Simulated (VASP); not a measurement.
# SnTe, vacuum levels of a slab or layer: which settings are enough?

SnTe, slab, 4 atoms in the cell. PBE; PAW potentials Te, Sn_d (PBE set). VASP 6.6.1.

Wanted: face levels within 0.04 eV; energy within 2 meV/atom; forces within 0.02 eV/Å.

Crystal: SnTe, Fm-3m; Face: (1 1 1); Atomic planes: 4; Dipole correction: yes.

Face levels: vacuum level at each face, counted from the middle of the gap.

POSCAR of the starting run:
```
SnTe
1.0
    4.5282861031      0.0000000000      0.0000000000
   -2.2641430515      3.9216108008      0.0000000000
    0.0000000000      0.0000000000     20.5459951801
Te Sn
2 2
Direct
    0.1666666667      0.5833333333      0.3650346422
    0.8333333333      0.9166666667      0.5449884526
    0.5000000000      0.2500000000      0.4550115474
    0.1666666667      0.5833333333      0.6349653578
```

The series start from vacuum (Å): 15; correction: LDIPOL, IDIPOL 3, DIPOL, AMIN 0.01; k spacing (1/Å): 0.3; Cutoff ENCUT (eV): 310; SCF threshold EDIFF (eV): 1e-6; PREC: Accurate; ALGO: Normal. Each series keeps the choices made before it, and each single choice may use up half of a tolerance.

## Vacuum (Å)

| Vacuum (Å) | Face levels, largest deviation (eV) | Energy less reference (meV/atom) | Forces, largest deviation (eV/Å) | SCF iterations | Time (s) |
|---|---|---|---|---|---|
| 6 | 0.097 | -3.2 | 0.017 | 16 | 10 |
| 8 | 0.015 | -0.8 | 0.003 | 18 | 13 |
| 10 | 0.023 | -0.4 | 0.003 | 22 | 22 |
| 12 | 0.004 | -0.3 | 0.002 | 25 | 26 |
| 15 | 0.001 | -0.2 | 0.004 | 28 | 34 |
| 20 | 0.001 | -0.1 | 0.001 | 34 | 46 |
| 25 (reference) | 0.000 | 0.0 | 0.000 | 38 | 69 |

Chosen: 12, the loosest value from which every tighter one stays within half of the tolerance.

## Correction

| Correction | Face levels, largest deviation (eV) | Energy less reference (meV/atom) | Forces, largest deviation (eV/Å) | SCF iterations | Time (s) |
|---|---|---|---|---|---|
| LDIPOL, IDIPOL 3, DIPOL, AMIN 0.01 | 0.000 | 0.0 | 0.000 | 25 | 26 |
| LDIPOL, default AMIN | 0.000 | 0.0 | 0.000 | 23 | 26 |
| LDIPOL, no DIPOL | no result | no result | no result | 150 | 155 |
| IDIPOL 3 alone (energy only) | 0.757 | 3.9 | 0.015 | 22 | 22 |
| kernel truncation, coarsened | 0.052 | 0.3 | 0.000 | 23 | 28 |
| kernel truncation, full padding | 0.006 | 0.4 | 0.000 | 23 | 30 |

Chosen: LDIPOL, IDIPOL 3, DIPOL, AMIN 0.01; no other choice that stays within half of the tolerance saves 30 % of the time.

## k spacing (1/Å)

| k spacing (1/Å) | Face levels, largest deviation (eV) | Energy less reference (meV/atom) | Forces, largest deviation (eV/Å) | SCF iterations | Time (s) |
|---|---|---|---|---|---|
| 0.6 | 0.276 | -13.9 | 0.347 | 26 | 9.8 |
| 0.45 | 0.225 | -22.4 | 0.089 | 25 | 18 |
| 0.3 | 0.088 | 3.5 | 0.069 | 25 | 26 |
| 0.22 | 0.016 | 2.0 | 0.017 | 26 | 29 |
| 0.16 (reference) | 0.000 | 0.0 | 0.000 | 27 | 36 |

Chosen: 0.16; the next looser run is off by more than half of the tolerance, so convergence isn't shown beyond this value.

## Cutoff ENCUT (eV)

| Cutoff ENCUT (eV) | Face levels, largest deviation (eV) | Energy less reference (meV/atom) | Forces, largest deviation (eV/Å) | SCF iterations | Time (s) |
|---|---|---|---|---|---|
| 190 | 0.009 | 98.4 | 0.012 | 26 | 14 |
| 240 | 0.001 | 1.2 | 0.001 | 27 | 20 |
| 280 | 0.001 | 0.5 | 0.002 | 27 | 32 |
| 310 | 0.001 | 0.5 | 0.001 | 27 | 36 |
| 360 | 0.001 | 0.8 | 0.002 | 27 | 39 |
| 430 (reference) | 0.000 | 0.0 | 0.000 | 27 | 62 |

Chosen: 280.

## SCF threshold EDIFF (eV)

| SCF threshold EDIFF (eV) | Face levels, largest deviation (eV) | Energy less reference (meV/atom) | Forces, largest deviation (eV/Å) | SCF iterations | Time (s) |
|---|---|---|---|---|---|
| 0.001 | 0.247 | 0.2 | 0.009 | 12 | 22 |
| 0.0001 | 0.222 | 0.1 | 0.006 | 14 | 27 |
| 1e-5 | 0.002 | 0.0 | 0.000 | 23 | 32 |
| 1e-6 | 0.001 | 0.0 | 0.000 | 27 | 32 |
| 1e-7 (reference) | 0.000 | 0.0 | 0.000 | 30 | 37 |

Chosen: 1e-5.

## PREC

| PREC | Face levels, largest deviation (eV) | Energy less reference (meV/atom) | Forces, largest deviation (eV/Å) | SCF iterations | Time (s) |
|---|---|---|---|---|---|
| Accurate | 0.000 | 0.0 | 0.000 | 23 | 32 |
| Normal | 0.012 | -0.2 | 0.008 | 23 | 14 |

Chosen: Normal, the fastest of those that stay within half of the tolerance.

## ALGO

| ALGO | Face levels, largest deviation (eV) | Energy less reference (meV/atom) | Forces, largest deviation (eV/Å) | SCF iterations | Time (s) |
|---|---|---|---|---|---|
| Normal | 0.000 | 0.0 | 0.000 | 23 | 14 |
| Fast | 0.000 | 0.0 | 0.001 | 23 | 14 |
| All | 0.007 | 0.0 | 0.005 | 18 | 13 |

Chosen: Normal.

## All choices together

| Input | Face levels, largest deviation (eV) | Energy less reference (meV/atom) | Forces, largest deviation (eV/Å) | Time (s) |
|---|---|---|---|---|
| starting input without the dipole correction (naive) | 0.789 | 0.5 | 0.062 | 27 |
| chosen settings | 0.015 | 0.1 | 0.007 | 14 |
| reference settings throughout | 0.000 | 0.0 | 0.000 | 134 |

The chosen settings stay within the tolerance of the reference run, but the reference itself isn't shown to be converged in: k spacing (1/Å).

Values of the reference run: Face levels: 3.391, 5.183 eV.

## The input

INCAR:
```
SYSTEM = SnTe
PREC = Normal
ENCUT = 280
EDIFF = 1E-5
ISMEAR = 0
SIGMA = 0.1
LREAL = .FALSE.
LASPH = .TRUE.
ALGO = Normal
NELM = 150
LWAVE = .FALSE.
LCHARG = .FALSE.
GGA = PE
KPAR = 4
LVHAR = .TRUE.
LVACPOTAV = .TRUE.
LDIPOL = .TRUE.
IDIPOL = 3
DIPOL = 0.5 0.5 0.5
AMIN = 0.01
```

KPOINTS:
```
Automatic mesh
0
Gamma
  11 11 1
  0 0 0
```

POSCAR:
```
SnTe
1.0
    4.5282861031      0.0000000000      0.0000000000
   -2.2641430515      3.9216108008      0.0000000000
    0.0000000000      0.0000000000     17.5459951801
Te Sn
2 2
Direct
    0.1666666667      0.5833333333      0.3419583750
    0.8333333333      0.9166666667      0.5526805417
    0.5000000000      0.2500000000      0.4473194583
    0.1666666667      0.5833333333      0.6580416250
```

Commands:
```
cat potpaw_PBE.64/Te/POTCAR potpaw_PBE.64/Sn_d/POTCAR > POTCAR
mpirun -np 4 vasp_std > vasp.out
```

Limits: The face is cut as in the bulk; no reconstruction is tried.

The chosen input took VASP 6.6.1 14 s on 4 cores (Intel Xeon Platinum 8259CL @ 2.50GHz (Skylake/Cascade Lake)), a shared host.

## An input that fails: vacuum far too thin for the dipole correction

It runs to its end, but against the unchanged starting input it is off by 1.794 eV in the face levels, 81.4 meV/atom in the energy, 1.383 eV/Å in the forces.

Vacuum (Å): 15 becomes 3.

Changes against the starting input:
```
(POSCAR)
-    0.0000000000      0.0000000000     20.5459951801
+    0.0000000000      0.0000000000      8.5459951801
-    0.1666666667      0.5833333333      0.3650346422
-    0.8333333333      0.9166666667      0.5449884526
-    0.5000000000      0.2500000000      0.4550115474
-    0.1666666667      0.5833333333      0.6349653578
+    0.1666666667      0.5833333333      0.1755208104
+    0.8333333333      0.9166666667      0.6081597299
+    0.5000000000      0.2500000000      0.3918402701
+    0.1666666667      0.5833333333      0.8244791896
```
